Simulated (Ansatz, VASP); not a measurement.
Co in VASP and in Ansatz

```
Co
1.0
     2.47200    0.00000    0.00000
    -1.23600    2.14081    0.00000
     0.00000    0.00000    4.02114
Co
2
Cartesian
  0.0000 1.4272 1.0053
  1.2360 0.7136 3.0159
```

Alike in both runs: task single point; functional PBE; k mesh 12 × 12 × 4; occupations gaussian, width 0.1 eV; collinear spin.

```csv
,VASP,Ansatz
version,VASP 6.6.1,Ansatz 0.2.0
potentials or method,"VASP PAW PBE potentials, release 64 (Co)","scalar-relativistic, plane waves, PAW"
plane-wave cutoff (eV),520,420
valence electrons in the cell,18,34
```

VASP gave:

```
gap on the k mesh at the Fermi level (eV)                     : none
pressure (GPa)                                                : 4.3
largest component of the traceless stress (GPa)               : 1.59
net moment per atom (μB)                                      : 1.62
size of the moment on the site where the two differ most (μB) : 1.63
```

**Question.** What did Ansatz give for the same quantities?

**Answer.** gap on the k mesh at the Fermi level (eV): none; pressure (GPa): 5.1; largest component of the traceless stress (GPa): 1.41; net moment per atom (μB): 1.63; size of the moment on the site where the two differ most (μB): 1.70.

Site moments also hang on the region over which each program counts them. A gap of «none» marks a metal or a gap that the smearing closes. The two sets of potentials don't hold the same shells in valence.

Caveats: the k mesh is coarse (spacing up to 0.39 Å⁻¹), so the values aren't converged.
